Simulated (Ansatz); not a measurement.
**Phonons of Mg2Si (Fm-3m)**

```
Mg Si
1.0
     0.00000    3.12987    3.12987
     3.12987    0.00000    3.12987
     3.12987    3.12987    0.00000
Mg Si
2 1
Direct
  0.25000 0.25000 0.25000
  0.75000 0.75000 0.75000
  0.00000 0.00000 0.00000
```

Unless marked otherwise, the numbers come from LDA, all-electron LAPW in Ansatz 0.2.0, scalar-relativistic. k mesh 8×8×8, Fermi-Dirac smearing of 0.100 eV, basis error target 0.5 meV/atom. The cell was relaxed by PAW under this functional, which moved its volume by -6 % from the database entry's.

Atoms are displaced by 0.01 Å in the smallest supercells that hold the wave vectors of a 2×2×2 mesh. Negative values stand for unstable modes.

Problem. What are the phonon energies at the solved wave vectors, in cm⁻¹?

Solution. 

| q | point | modes (cm⁻¹) |
| --- | --- | --- |
| 0.000 0.000 0.000 | Gamma | 260.7 (×3), 287.2 (×3) |
| 0.500 0.000 0.000 | L | 116.6 (×2), 207.6, 227.4 (×2), 283.5, 293.0 (×2), 295.3 |
| 0.500 0.500 0.000 | X | 159.9, 164.6 (×2), 171.3 (×2), 280.1, 307.6 (×2), 332.1 |

Problem. Is the structure dynamically stable at these wave vectors?

Solution. Yes, no mode is unstable there; wave vectors off this mesh aren't tested.

Problem. How do the optical zone-centre modes decompose, and which are active?

Solution. Point group m-3m: Γ_opt = T2g + T1u.

```csv
label,cm⁻¹,activity,mostly
T2g,260.7,Raman,Mg (100 %)
T1u,287.2,IR,Si (63 %)
```

In a metal the activity is that of symmetry alone; free carriers screen the infrared modes.

Problem. How well do frozen-core PAW files reproduce these all-electron values?

Solution. With a cutoff of 420 eV and displacements of 0.0025 Å, the r.m.s. difference over the modes is 0.1 cm⁻¹; the largest difference is 171.1 (PAW) against 171.3 cm⁻¹ (LAPW).

Problem. The cell is scaled evenly to 60.401 and 62.241 Å³ (from 61.321), with free atoms relaxed and the shape held. What are the mode Grüneisen parameters γ = −d ln ω/d ln V?

Solution. For the highest mode, 337.1 cm⁻¹ in the small cell and 327.3 in the large one give γ ≈ 0.98. From the change of the dynamical matrix on each mode:

```
point   cm⁻¹     γ
Gamma  260.7  1.36
Gamma  287.2  1.83
    L  116.6  0.50
    L  207.6  1.21
    L  227.4  1.45
    L  283.5  1.00
    L  293.0  1.91
    L  295.3  1.54
    X  159.9  1.82
    X  164.6  1.81
    X  171.3  0.59
    X  280.1  1.30
    X  307.6  1.96
    X  332.1  0.99
```

Weighted by the modes' heat capacities at 300 K, the mean on this mesh is 1.35; it moves with the q mesh, and a coarse one overweights the zone boundary.

Known limits: the gap is closed or tiny at this level, so small that the run used smearing; responses move with mesh and smearing; the frozen-core PAW files of the compared runs were fitted under PBE, their cores solved anew for this functional; responses of metals move with mesh and smearing.
